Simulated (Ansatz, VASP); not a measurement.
**One calculation of Nb, two programs**

```
Nb
1.0
     0.00000    2.10080    2.10080
     2.10080    0.00000    2.10080
     2.10080    2.10080    0.00000
Nb
1
Direct
  0.00000 0.00000 0.00000
```

Change from the starting cell: volume scaled by 0.98, PAW files.

Alike in both runs: task electric field gradients; functional PBE; k mesh 13 × 13 × 13; occupations fermi-dirac, width 0.08 eV; no spin polarisation.

```csv
,VASP,Ansatz
version,VASP 6.6.1,Ansatz 0.2.0
potentials or method,"VASP PAW PBE potentials, release 64 (Nb_sv)","PAW with Ansatz's default frozen-core files, scalar-relativistic"
plane-wave cutoff (eV),520,420
valence electrons in the cell,13,13
```

|  | VASP | Ansatz | Ansatz less VASP |
| --- | --- | --- | --- |
| pressure (GPa) | 1.9 | 2.3 | +0.33 |
| Vzz of the field gradient on the site that differs most (V/Å²) | 0.0 | 0.0 | 0.00 |

Ansatz warned: «gradients_without_spin_orbit».
